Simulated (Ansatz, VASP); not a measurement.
## One calculation of MgO, two programs

INCAR

```
SYSTEM = MgO
  PREC = Accurate
  ENCUT = 520
  EDIFF = 1E-6
  ISMEAR = 0
  SIGMA = 0.05
  LREAL = .False.
  LASPH = .True.
  NELM = 100
  ALGO = Normal
  ISIF = 2
  LWAVE = .False.
  LCHARG = .True.
  LELF = .True.
  LVHAR = .True.
  NBANDS = 16
```

Contents of KPOINTS:

```
regular mesh
0
Gamma
  12 12 6
  0 0 0
```

POSCAR

```
MgO
1.0
    3.3773564079      0.0000000000      0.0000000000
   -1.6886782040      2.9248764469      0.0000000000
    0.0000000000      0.0000000000      4.4521300693
Mg O
2 2
Direct
    0.6666666667      0.3333333333      0.7500000000
    0.3333333333      0.6666666667      0.2500000000
    0.6666666667      0.3333333333      0.2500000000
    0.3333333333      0.6666666667      0.7500000000
```

Input for Ansatz:

```yaml
crystal:
  lattice:
    - [3.3773564079, 0.0, 0.0]
    - [-1.688678204, 2.9248764469, 0.0]
    - [0.0, 0.0, 4.4521300693]
  atoms:
    - { symbol: Mg, position: [0.6666666667, 0.3333333333, 0.75] }
    - { symbol: Mg, position: [0.3333333333, 0.6666666667, 0.25] }
    - { symbol: O, position: [0.6666666667, 0.3333333333, 0.25] }
    - { symbol: O, position: [0.3333333333, 0.6666666667, 0.75] }
basis:
  ecutwfc: 420
kpoints:
  mp_grid: { grid: [12, 12, 6] }
hamiltonian:
  xc: lda
scf:
  occupations: { method: gaussian, width: 0.05 }
output:
  forces: true
  stress: true
  eigenvalues: true
```

Alike in both runs: task single point; functional LDA; k mesh 12 × 12 × 6; occupations gaussian, width 0.05 eV; no spin polarisation.

|  | VASP | Ansatz |
| --- | --- | --- |
| version | VASP 6.6.1 | Ansatz 0.2.0 |
| potentials or method | VASP PAW LDA potentials, release 64 (Mg, O) | scalar-relativistic, plane waves, PAW |
| plane-wave cutoff (eV) | 520 | 420 |
| valence electrons in the cell | 16 | 32 |

```csv
,VASP,Ansatz,Ansatz less VASP
gap on the k mesh at the Fermi level (eV),3.23,3.24,+0.005
least direct gap on the mesh (eV),3.23,3.24,+0.005
pressure (GPa),-3.8,-2.3,+1.54
largest component of the traceless stress (GPa),9.34,9.21,-0.134
```

The two sets of potentials don't hold the same shells in valence.

A k mesh can miss the band edges. A hybrid or GW would open this gap; LDA tends to underestimate it.
